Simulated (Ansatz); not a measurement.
Wires are cut from relaxed bulk Ni (Fm-3m, 10.89 Å³/atom, gap on the mesh 0.00 eV); atoms and period are relaxed, and energies count from that bulk.

Computed with Ansatz, DFT PBE, scalar-relativistic, plane waves, PAW.

Cutoff 420 eV, Gaussian smearing of 0.05 eV, energies at zero smearing, symmetry of each start kept, collinear spin where a moment is listed.

| start | atoms | k mesh | excess energy (eV per host atom) | line energy (eV/Å) | period (Å) | gap on the mesh (eV) | highest filled level or Fermi level under vacuum (eV) | size of the moment (μB per cell) |
| --- | --- | --- | --- | --- | --- | --- | --- | --- |
| [110] wire, 14 host atoms a period | 14 | 1×1×22 | 0.690 | 3.979 | 2.428 | 0 | 4.74 | 10.11 |
| [110] wire, 15 host atoms a period | 15 | 1×1×22 | 0.667 | 4.123 | 2.428 | 0 | - | 10.56 |

A dash: not computed, or not clear enough to read.

Each run keeps its start's symmetry and one magnetic start, so lower states can exist.

Cost: 2 runs of about 74 core-minutes in all, on Intel Xeon 6975P-C (Granite Rapids) (shared hosts).